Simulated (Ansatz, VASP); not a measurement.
**Al: VASP beside Ansatz**

```xyz
2
Lattice="2.7195 0.0000 0.0000 -1.3598 2.3552 0.0000 0.0000 0.0000 4.6083" Properties=species:S:1:pos:R:3 pbc="T T T"
Al    1.3598    0.7851    3.4563
Al    0.0000    1.5701    1.1521
```

Alike in both runs: functional PBEsol; k mesh 14 × 14 × 7; occupations methfessel-paxton of order 1, width 0.05 eV; no spin polarisation.

Ansatz relaxed the structure, and its values are those at the end. VASP's run is a single point on that final structure, the one shown.

|  | VASP | Ansatz |
| --- | --- | --- |
| version | VASP 6.6.1 | Ansatz 0.2.0 |
| potentials or method | VASP PAW PBE potentials, release 64 (Al) | plane waves, PAW |
| plane-wave cutoff (eV) | 520 | 420 |
| valence electrons in the cell | 6 | 6 |

VASP gave:

* pressure (GPa): 10.1

Question: What did Ansatz give for the same quantities?

Answer: Pressure (GPa): 10.0.

Caveats: the PAW data sets were made with another functional, which shifts forces and pressure a little (VASP).
